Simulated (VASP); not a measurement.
**KCl in VASP: one cell, several levels of theory**

What does VASP give for KCl in the zincblende structure, under -2.5 % strain along x alone, the cell held fixed? Runs: PBE, r2SCAN. This is a trial cell built on a prototype, not taken from a measured structure, and it needn't be the compound's ground state.

Code: VASP 6.6.1. PAW datasets, plane waves. Computed, not measured; no magnetism was allowed, and the structure may never have been made.

### Step 1. Starting point

The cell comes from an earlier relaxation with r2SCAN in another program, then strained, with the atoms relaxed again.

Space group I-4m2 (No. 119), tetragonal; conventional cell a = 4.960 Å, c = 6.839 Å, 42.06 Å³ an atom. Around K lie 4 Cl at 3.01 Å; around Cl lie 4 K at 3.01 Å.

The structure in full:

```cif
data_structure
_symmetry_space_group_name_H-M 'P 1'
_symmetry_Int_Tables_number 1
_cell_length_a 4.9600
_cell_length_b 4.8984
_cell_length_c 4.8984
_cell_angle_alpha 60.834
_cell_angle_beta 59.583
_cell_angle_gamma 59.583
_cell_volume 84.13
loop_
_atom_site_label
_atom_site_type_symbol
_atom_site_fract_x
_atom_site_fract_y
_atom_site_fract_z
_atom_site_occupancy
K1 K 0.00000 0.00000 0.00000 1
Cl1 Cl 0.25000 0.25000 0.25000 1
```

### Step 2. PBE at this geometry

Contents of INCAR:

```
ENCUT = 520.000000
SIGMA = 0.020000
EDIFF = 1.00e-07
GGA = PE
PREC = Accurate
IBRION = -1
ISIF = 2
ISMEAR = -1
NBANDS = 15
NELM = 120
NSW = 0
LASPH = .TRUE.
LCHARG = .FALSE.
LWAVE = .FALSE.
LREAL = .FALSE.
```

Contents of KPOINTS:

```
KPOINTS created by Atomic Simulation Environment
0
Gamma
6 6 6
0 0 0
```

Contents of KPOINTS_OPT:

```
special points
7
Reciprocal
0.0000000000 0.0000000000 0.0000000000 1
-0.5000000000 -0.5000000000 0.0000000000 1
-0.3750000000 -0.3750000000 0.2500000000 1
-0.3750000000 0.0000000000 0.3750000000 1
0.0000000000 0.0000000000 0.5000000000 1
-0.5000000000 -0.2500000000 0.2500000000 1
0.4895830000 0.0000000000 0.4895830000 1
```

Contents of POSCAR:

```
K  Cl
 1.0000000000000000
     0.0000000000000000    3.5072828303999999    3.5072828303999999
     3.4196007597000002    0.0000000000000000    3.5072828303999999
     3.4196007597000002    3.5072828303999999    0.0000000000000000
 K   Cl
   1   1
Cartesian
  0.0000000000000000  0.0000000000000000  0.0000000000000000
  1.7098003798500003  1.7536414151999997  1.7536414151999999
```

Potentials: the recommended PBE PAW datasets, 16 valence electrons in the neutral cell.

Run with:

```sh
$ mpirun -np 1 vasp_std
```

### Step 3. Single point with r2SCAN

Contents of INCAR:

```
ENCUT = 520.000000
SIGMA = 0.010000
EDIFF = 1.00e-07
ALGO = Normal
METAGGA = R2SCAN
PREC = Accurate
IBRION = -1
ISIF = 2
ISMEAR = 0
NBANDS = 15
NELM = 120
NSW = 0
LASPH = .TRUE.
LCHARG = .FALSE.
LWAVE = .FALSE.
LREAL = .FALSE.
```

KPOINTS is that of step 2.

KPOINTS_OPT is that of step 2.

POSCAR is that of step 2.

What does the calculation give? Wanted: for each run, gap; pressure.

The runs gave:

| level | gap (eV) | pressure (GPa) |
| --- | --- | --- |
| PBE | 4.82 | 0.62 |
| r2SCAN | 5.39 | 0.32 |

In words: The gap runs from 4.82 eV (PBE) to 5.39 eV (r2SCAN).
